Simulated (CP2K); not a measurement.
Runs of CP2K 2026.2 on BaTiO3. It takes space group P4mm (No. 99, tetragonal). Conventional cell: a = 4.000 Å, b = 4.000 Å, c = 4.018 Å, α = 90.00°, β = 90.00°, γ = 90.00°. Ba (site symmetry 4mm) has 12 O at 2.79 to 2.88 Å as nearest neighbours. Around Ti (site symmetry 4mm) lie 6 O at 1.89 to 2.13 Å. Around O (site symmetry 2mm) lie 2 Ti at 2.00 Å. O (site symmetry 4mm) has 2 Ti at 1.89 to 2.13 Å as nearest neighbours. 

```tsv
potentials or basis	ADDED_MOS	gap on the mesh (eV)	pressure (GPa)
GTH_POTENTIALS Ba GTH-PBE-q10, Ti GTH-PBE-q12, O GTH-PBE-q6; DZVP-MOLOPT-SR-GTH basis	[19]	(c)	4.5
GTH_POTENTIALS Ba GTH-PBE-q10, Ti GTH-PBE-q12, O GTH-PBE-q6; SZV-MOLOPT-SR-GTH basis	[7]	1.34	14.8
POTENTIAL_UZH Ba GTH-PBE-q10, Ti GTH-PBE-q12, O GTH-PBE-q6; TZVP-MOLOPT-PBE-GTH basis	[19]	(a)	4.1
POTENTIAL_UZH Ba GTH-PBE-q10, Ti GTH-PBE-q12, O GTH-PBE-q6; DZVP-MOLOPT-PBE-GTH basis	[19]	(b)	5.2
GTH_POTENTIALS Ba GTH-PBE-q10, Ti GTH-PBE-q12, O GTH-PBE-q6; TZVP-MOLOPT-SR-GTH, TZVP-MOLOPT-GTH basis	[19]	1.84	4.3
```

Alike in all rows: task band structure; level PBE; no spin polarisation; cell as given; k mesh 7 × 7 × 7; smearing fermi-dirac 0.05 eV.

Estimate the missing entries.

(a) 1.86; (b) 1.83; (c) 1.80.

Caveats: spin-orbit coupling is left out, which moves the levels of the heavy elements; the basis of atomic orbitals isn't converged, which shifts pressures, moduli and gaps; the mesh misses the band edges, which the band path finds closer together (some runs); a minimal basis gives rough bond lengths, pressures and levels (some runs).

A k mesh can miss the band edges, and the runs leave out spin-orbit coupling on Ba.
